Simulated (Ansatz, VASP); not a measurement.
## One calculation of Bi, two programs

```
Bi
1.0
    -1.98143    1.98143    1.98143
     1.98143   -1.98143    1.98143
     1.98143    1.98143   -1.98143
Bi
1
Cartesian
  0.0000 0.0000 0.0000
```

This isn't the form of Bi at room conditions, which is rhombohedral.

Alike in both runs: task single point; functional PBE; dispersion D3(BJ); k mesh 6 × 6 × 6; occupations gaussian, width 0.1 eV; no spin polarisation.

|  | VASP | Ansatz |
| --- | --- | --- |
| version | VASP 6.6.1 | Ansatz 0.2.0 |
| potentials or method | VASP PAW PBE potentials, release 64 (Bi_d) | scalar-relativistic, plane waves, PAW |
| plane-wave cutoff (eV) | 520 | 420 |
| valence electrons in the cell | 15 | 15 |

VASP gave:

```
gap on the k mesh at the Fermi level (eV) : none
pressure (GPa)                            : -1.6
```

Estimate Ansatz's values.

gap on the k mesh at the Fermi level (eV): none; pressure (GPa): -1.5.

A gap of «none» marks a metal or a gap that the smearing closes.

Caveats: the k mesh is coarse (spacing up to 0.37 Å⁻¹), so the values aren't converged; spin-orbit coupling is left out, which moves the levels of the heavy elements; pairwise dispersion overbinds metals, which lowers pressure and volume.
